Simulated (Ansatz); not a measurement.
A Rb cell: a random packing after short dynamics, relaxed.

```xyz
20
Lattice="12.8973 0.9114 1.7794 0.9697 11.1312 1.4359 1.8498 1.3829 13.5276" Properties=species:S:1:pos:R:3 pbc="T T T"
Rb   11.9133    5.7542   12.3647
Rb    8.0270    8.9013   13.2050
Rb    6.0489    3.1856    6.3749
Rb    6.1043    8.5126    4.5989
Rb    2.1061    5.7105    6.3712
Rb   10.0309    2.6889    9.4443
Rb    6.3101    3.7125    2.0250
Rb    6.8425   10.0217    8.9631
Rb   10.2365    6.6814    2.7000
Rb   10.2819    1.7707    4.4593
Rb    6.2238    5.5245   10.3295
Rb   11.8990   12.3868   15.2109
Rb    2.5050    1.9288    9.9603
Rb    2.6555   11.4795    6.6765
Rb    6.0938    1.8738   13.0320
Rb    2.6253    8.3282   11.1201
Rb   11.7159    9.6546    9.9135
Rb    1.4735    3.7044    1.5584
Rb   10.0368    6.5471    7.0770
Rb    1.5174    8.7185    2.3387
```

All numbers below come from Ansatz, DFT PBE, scalar-relativistic, plane waves, PAW.

Cutoff 420 eV; k points 2×3×3 on the computed 20-atom cell (Γ-centred); Gaussian smearing, width 0.10 eV; no spin polarisation.

Task: Describe its local order.

Result: Counting as bonded all pairs within 1.3 times the summed covalent radii:

| atom → neighbour | mean count | mean length (Å) | spread (Å) |
| --- | --- | --- | --- |
| Rb → Rb | 10.10 | 5.00 | 0.33 |

Angles between all pairs of such bonds at an atom (mean ± spread): 97 ± 33° at Rb.

Task: Does it have a gap?

Result: It has no gap on the mesh. Levels at Γ next to the Fermi level (eV from it): -0.80, -0.51, -0.47, -0.36, -0.33, -0.12, 0.09, 0.11, 0.14, 0.27, 0.35, 0.50. It lies 0.04 eV/atom above the elements' standard states (static lattices, no corrections for gases).

Cost: 2 runs of about 32 core-minutes in all (earlier runs that led there not counted), on Arm Neoverse N1 (shared hosts).